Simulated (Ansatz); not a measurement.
Computed with Ansatz on PBE0-D4/def2-TZVP structures; ΔE is electronic, products minus reactants. CCSD(T)/CBS adds triple-zeta CCSD(T) − MP2 to the extrapolated MP2 energy (def2 sets, frozen cores). This one scheme is used for every species. DFT in def2-TZVPP. Elements past krypton have def2 core potentials. For Te outer-core shells are correlated without core-valence functions, which leaves a few kJ/mol of doubt a bond. One conformer a species, not always the lowest.

`FC(F)(F)[TeH]` + `[NH2][AlH][SiH3]` → `[NH2][AlH][SiH2][TeH]` + trifluoromethane  (formal exchange of groups at a Te–C bond)

`FC(F)(F)[TeH]`:

Cartesian coordinates in Å:
```
F -0.729 0.158 -1.305
C -0.546 0.093 0.012
F -0.908 -1.128 0.403
F -1.373 0.971 0.586
Te 1.488 0.588 0.598
H 2.067 -0.682 -0.294
```

`[NH2][AlH][SiH3]`:

Cartesian coordinates in Å:
```
N 1.424 0.199 -1.361
Al 0.677 0.676 0.169
Si -1.358 -0.502 0.859
H 1.074 -0.522 -1.971
H 2.260 0.608 -1.748
H 1.381 1.837 0.989
H -1.177 -1.193 2.169
H -1.774 -1.537 -0.132
H -2.507 0.435 1.025
```

`[NH2][AlH][SiH2][TeH]`:

```xyz
10

N    -1.879    1.122   -0.622
Al   -0.340    0.298   -0.891
Si    1.245    0.104    0.941
Te    1.180   -2.395    1.275
H    -2.636    1.152   -1.286
H    -2.142    1.594    0.228
H    -0.085   -0.405   -2.288
H     0.772    0.630    2.252
H     2.649    0.567    0.753
H     1.236   -2.668   -0.362
```

`FC(F)F`:

```xyz
5

F    -0.559   -0.778   -0.896
C    -0.019    0.056   -0.010
F    -0.356   -0.350    1.213
F     1.306   -0.004   -0.125
H    -0.371    1.076   -0.183
```

Is it downhill or uphill in electronic energy at CCSD(T)/CBS, and by how much? (Estimate.)

Ansatz gave: Downhill: ΔE = -134.7 kJ/mol.

What do these levels give: r2SCAN-D4, ωB97X-V, B2PLYP, PBE, r2SCAN, HF/def2-TZVPP, SCS-MP2/def2-TZVPP, CCSD/def2-TZVPP, CCSD(T)/def2-TZVPP, HF/def2-QZVPP, MP2/def2-QZVPP, HF/CBS(def2)? (Estimate.)

Ansatz gave: r2SCAN-D4 -127.1, ωB97X-V -124.8, B2PLYP -129.5, PBE -122.8, r2SCAN -126.5, HF/def2-TZVPP -144.2, SCS-MP2/def2-TZVPP -136.6, CCSD/def2-TZVPP -134.8, CCSD(T)/def2-TZVPP -133.2, HF/def2-QZVPP -143.4, MP2/def2-QZVPP -143.9, HF/CBS(def2) -143.3 kJ/mol.

Largest T1 diagnostic among the species: 0.013.

From PBE to PBE0 (25 % exact exchange), in def2-TZVPP and without D4, ΔE moves by −11.5 kJ/mol. The D4 term adds −3.3 kJ/mol with B3LYP and −2.1 kJ/mol with PBE0; it sums over pairs of atoms, weighted by their polarisabilities, and B3LYP, whose exchange is more repulsive, gets the larger term.

B3LYP here is the variant with VWN-RPA as its local correlation; programs differ in this.
